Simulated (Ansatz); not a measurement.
The system is Cs2AgBiBr6.

```
Bi Cs Ag Br
1.0
     0.00000    5.61610    5.61610
     5.61610    0.00000    5.61610
     5.61610    5.61610    0.00000
Bi Cs Ag Br
1 2 1 6
Direct
  0.00000 0.00000 0.00000
  0.75000 0.75000 0.75000
  0.25000 0.25000 0.25000
  0.50000 0.50000 0.50000
  0.74945 0.74945 0.25055
  0.25055 0.25055 0.74945
  0.74945 0.25055 0.25055
  0.74945 0.25055 0.74945
  0.25055 0.74945 0.74945
  0.25055 0.74945 0.25055
```

Base run:

```yaml
Program: Ansatz 0.2.0
Functional: LDA
Potentials_or_basis: Ansatz PAW
Cutoff: "420 eV (not typed: the program's choice for these potentials)"
k_mesh: 4 × 4 × 4
Occupations: fermi-dirac, width 0.05 eV
Spin: no spin polarisation
```

Its results: band gap on the k mesh 1.10 eV, indirect (least direct gap 2.33 eV); pressure -1.5 GPa; largest force 0.329 eV/Å.

Question: The run is repeated on the same cell with these changes: functional from LDA to PBE. What comes out?

Answer: Band gap on the k mesh 1.26 eV, indirect (least direct gap 2.47 eV); pressure 1.9 GPa; largest force 0.290 eV/Å.

PBE binds less tightly than LDA, so the same cell stands under more pressure.

Caveats: spin-orbit coupling is left out, which as a rule narrows the gap of such compounds by several tenths of an eV; the PAW data sets come from PBE, with cores solved anew for the run's functional, which leaves a small shift of forces and pressure (some runs).
